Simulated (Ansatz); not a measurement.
Here is an Ansatz 0.2.0 calculation.

File input.yaml:

```yaml
crystal:
  lattice:
    - [-1.66395, 1.66395, 1.66395]
    - [1.66395, -1.66395, 1.66395]
    - [1.66395, 1.66395, -1.66395]
  atoms:
    - { symbol: Nb, position: [0.0, 0.0, 0.0] }
hamiltonian:
  xc: pbe
  pseudopotentials: { kind: paw, source: ansatz }
kpoints:
  mp_grid: { grid: [11, 11, 11] }
  band_path:
    path:
      - [[0.0, 0.0, 0.0], [0.5, -0.5, 0.5], [0.0, 0.0, 0.5], [0.0, 0.0, 0.0], [0.25, 0.25, 0.25], [0.5, -0.5, 0.5]]
      - [[0.25, 0.25, 0.25], [0.0, 0.0, 0.5]]
    npoints: 14
scf:
  occupations: { method: fermi_dirac, width: 0.05 }
  n_extra_bands: 6
output:
  forces: true
  stress: true
  eigenvalues: true
  fatbands: false
```

Potentials or basis: Ansatz PAW earlier set.

Run with:

```bash
$ ansatz run input.yaml --threads 2 --pin off --max-ram 5632MiB --backend cpu --events-out ev --progress --plain --runs-dir out
```

Predict the pressure.

-2.0 GPa.

What does it give for the band gap on the k mesh?

None (metal or under the smearing width).

Levels at the corners of the path, in eV from the Fermi level:
| point | band 4 | band 5 | band 6 | band 7 | band 8 | band 9 |
| --- | --- | --- | --- | --- | --- | --- |
| Γ | -29.70 | -5.83 | 0.40 | 0.40 | 0.40 | 3.24 |
| H | -30.57 | -3.56 | -3.56 | 5.48 | 5.48 | 5.48 |
| N | -29.71 | -3.59 | -1.56 | 2.22 | 3.26 | 3.92 |
| Γ | -29.70 | -5.83 | 0.40 | 0.40 | 0.40 | 3.24 |
| P | -30.34 | -1.04 | -1.04 | -1.04 | 4.04 | 4.04 |
| H | -30.57 | -3.56 | -3.56 | 5.48 | 5.48 | 5.48 |
| P | -30.34 | -1.04 | -1.04 | -1.04 | 4.04 | 4.04 |
| N | -29.71 | -3.59 | -1.56 | 2.22 | 3.26 | 3.92 |
